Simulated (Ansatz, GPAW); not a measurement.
LiCl: programs and potentials compared

```
Cl Li
1.0
     0.00000    2.56477    2.56477
     2.56477    0.00000    2.56477
     2.56477    2.56477    0.00000
Cl Li
1 1
Direct
  0.50000 0.50000 0.50000
  0.00000 0.00000 0.00000
```

Alike in all runs: task single point; functional PBE; k mesh 9 × 9 × 9; occupations gaussian, width 0.022 eV; no spin polarisation; no spin-orbit coupling. Pressure is positive in compression and, in plane waves, holds the error of the finite cutoff, which Ansatz's Pulay term estimates and takes out.

```csv
program and potentials,plane-wave cutoff (eV),notes,pressure (GPa)
"Ansatz, Ansatz PAW",420,5 valence electrons an atom on average,0.40
"GPAW, GPAW PAW data sets (gpaw-data 1.2.1)",800,4 valence electrons an atom on average,0.51
"Ansatz, all-electron LAPW, scalar-relativistic",-,-,0.40
```

The pressure spans 0.40 (Ansatz, Ansatz PAW) to 0.51 GPa (GPAW, GPAW PAW data sets (gpaw-data 1.2.1)), with all-electron results at 0.40.

The functional is the same throughout but for its coding, so the spread measures potentials, basis and numerics; runs on potential files found faulty are left out.
